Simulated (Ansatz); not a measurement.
## (110) slab of rocksalt KBr, 16.2 Å thick as cut, bare faces

Ansatz, PAW, plane waves, no spin–orbit coupling unless named; atoms relaxed with PBEsol, the curve by HSE06. The curve holds the local part of the PAW potentials, so its shape inside matter depends on the files.

```
Br K
1.0
     3.27500   -3.27500    0.00000
     0.00000    0.00000    6.55000
   -20.65489  -20.65489    0.00000
Br K
8 8
Cartesian
  -14.4031 -17.6850 0.0054
  -7.8784 -11.1596 6.5493
  -11.1507 -14.4332 0.0028
  -4.5936 -7.8732 6.5448
  -11.1361 -11.1429 3.2763
  -4.6117 -4.6174 3.2676
  -14.4222 -14.4281 3.2798
  -7.8638 -7.8700 3.2706
  -11.1603 -11.1661 0.0013
  -4.6995 -4.7034 6.5430
  -14.4668 -14.4735 0.0043
  -7.8925 -7.8985 6.5458
  -14.3168 -17.5972 3.2794
  -7.8561 -11.1371 3.2743
  -11.1230 -14.4043 3.2782
  -4.5477 -7.8289 3.2698
```

Planar mean of the electrostatic potential energy along the normal, from the vacuum level:

(z (Å), v (eV)): (0.00, 0.00), (0.29, 0.00), (0.73, 0.00), (1.02, 0.00), (1.31, 0.00), (1.75, 0.00), (2.04, 0.00), (2.34, 0.00), (2.77, 0.00), (3.07, 0.00), (3.36, 0.00), (3.65, 0.00), (4.09, -0.02), (4.38, -0.04), (4.67, -0.10), (5.11, -0.35), (5.40, -0.83), (5.70, -2.00), (6.13, -6.76), (6.43, -9.06), (6.72, -9.09), (7.16, -5.17), (7.45, -2.52), (7.74, -1.98), (8.18, -4.86), (8.47, -8.04), (8.76, -9.41), (9.06, -8.44), (9.49, -3.72), (9.79, -1.74), (10.08, -1.60), (10.52, -4.59), (10.81, -7.88), (11.10, -9.40), (11.54, -7.29), (11.83, -3.92), (12.12, -1.92), (12.56, -2.28), (12.85, -4.99), (13.14, -8.16), (13.58, -9.18), (13.87, -6.98), (14.17, -3.57), (14.61, -1.60), (14.90, -2.31), (15.19, -5.20), (15.48, -8.30), (15.92, -9.11), (16.21, -6.79), (16.50, -3.43), (16.94, -1.71), (17.23, -2.57), (17.53, -5.57), (17.96, -9.26), (18.26, -8.96), (18.55, -6.43), (18.99, -2.05), (19.28, -1.53), (19.57, -2.38), (20.01, -7.07), (20.30, -9.20), (20.59, -9.04), (20.89, -6.63), (21.32, -2.38), (21.62, -2.03), (21.91, -3.54), (22.35, -8.19), (22.64, -9.38), (22.93, -8.21), (23.37, -3.36), (23.66, -1.27), (23.95, -0.55), (24.39, -0.15), (24.68, -0.07), (24.97, -0.03), (25.41, -0.01), (25.71, 0.00), (26.00, 0.00), (26.29, 0.00), (26.73, 0.00), (27.02, 0.00), (27.31, 0.00), (27.75, 0.00), (28.04, 0.00), (28.33, 0.00), (28.77, 0.00), (29.06, 0.00)

(1) How far below the vacuum level do the top filled and the lowest empty level lie, by each functional?

Results:

(1) PBEsol: 5.63 and 1.74 eV (gap 3.89 eV, a 6×4×1 mesh); HSE06: 6.40 and 1.35 eV (gap 5.04 eV, a 4×3×1 mesh). Either level can be a surface state and not a band edge of the crystal.
